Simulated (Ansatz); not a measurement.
## LiF: changing the dispersion correction

The cell as given:

```cif
data_structure
_symmetry_space_group_name_H-M 'Fm-3m'
_symmetry_Int_Tables_number 225
_cell_length_a 4.0280
_cell_length_b 4.0280
_cell_length_c 4.0280
_cell_angle_alpha 90.000
_cell_angle_beta 90.000
_cell_angle_gamma 90.000
_cell_volume 65.35
loop_
_atom_site_label
_atom_site_type_symbol
_atom_site_symmetry_multiplicity
_atom_site_Wyckoff_symbol
_atom_site_fract_x
_atom_site_fract_y
_atom_site_fract_z
_atom_site_occupancy
F1 F 4 b 0.50000 0.00000 0.00000 1
Li1 Li 4 a 0.00000 0.00000 0.00000 1
```

Kept alike: task relaxation of cell and atoms; functional PBEsol; k mesh 11 × 11 × 11; occupations fermi-dirac, width 0.05 eV; no spin polarisation. Program: Ansatz, Ansatz PAW, cutoff 420 eV. The mesh is that of the run's cell of 2 atoms. No spin-orbit coupling.

```csv
dispersion correction,volume (Å³/atom)
D3(BJ),7.725
D3(BJ)-ATM,7.791
D4,7.970
none,8.048
```

The relaxations keep at least the cell's symmetry (Fm-3m). Relaxations stop with a little pressure left, so the last digits of a volume or edge aren't settled. Ansatz's relaxations hold a Pulay term in the stress (up to 0.9 GPa here). All rows use potentials made for PBE.

The volume runs from 7.725 (D3(BJ)) to 8.048 Å³/atom (none). Against no correction: D3(BJ) -4.0 %; D3(BJ)-ATM -3.2 %; D4 -1.0 %. Dispersion terms mostly attract and so lower the volume; the schemes' coefficients and damping set how far.
